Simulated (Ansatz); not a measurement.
# Calculated field gradients at the nuclei for GaS under strain

The cell is a COD entry, relaxed with PBE at fixed cell and then changed (z stretched by 1 %, ions relaxed).

```yaml
crystal:
  lattice:
    - [3.58500, 0.00000, 0.00000]
    - [-1.79250, 3.10470, 0.00000]
    - [0.00000, 0.00000, 15.65500]
  atoms:
    - { symbol: Ga, position: [0.33333, 0.66667, 0.17170] }
    - { symbol: Ga, position: [0.66667, 0.33333, 0.67170] }
    - { symbol: Ga, position: [0.33333, 0.66667, 0.32830] }
    - { symbol: Ga, position: [0.66667, 0.33333, 0.82830] }
    - { symbol: S, position: [0.33333, 0.66667, 0.60193] }
    - { symbol: S, position: [0.66667, 0.33333, 0.10193] }
    - { symbol: S, position: [0.33333, 0.66667, 0.89807] }
    - { symbol: S, position: [0.66667, 0.33333, 0.39807] }
```

Atoms are numbered from 1 in the order listed; like atoms form one site, named after its first atom.

The numbers come from a DFT calculation in Ansatz (PBE, plane waves and PAW, scalar-relativistic, 420 eV cutoff, Γ-centred 14×14×3 k-points, Fermi–Dirac smearing 0.02 eV).

V_zz is the principal component of the electric field gradient with the largest magnitude, η = (V_xx − V_yy)/V_zz and C_Q = eQV_zz/h.

Ga-69: I = 3/2, Q = 171.0 mb; 33S: I = 3/2, Q = -69.40 mb. Quadrupole moments are those of Pyykkö's year-2017 table.

| site | atoms (order as listed) | first shell | V_zz (10²¹ V/m²) | η | C_Q (MHz) |
| --- | --- | --- | --- | --- | --- |
| Ga | 1, 2, 3, 4 | 3 S at 2.34 Å; also 1 Ga at 2.45 Å | -7.78 | 0.00 | -32.2 |
| S | 5, 6, 7, 8 | 3 Ga at 2.34 Å | -5.48 | 0.00 | 9.20 |

An axis of threefold or higher order runs through Ga and S, so V_zz lies along it and η is zero.

The relaxation (2 steps) took 32 s of wall time (32 s of CPU time) and 0.68 GiB at its peak, on 1 thread of Intel Xeon 6975P-C (Granite Rapids) (x86_64; 16 cores open to the job, memory cap 3.0 GiB, no GPU), a shared host with a load of 0.6 a core.
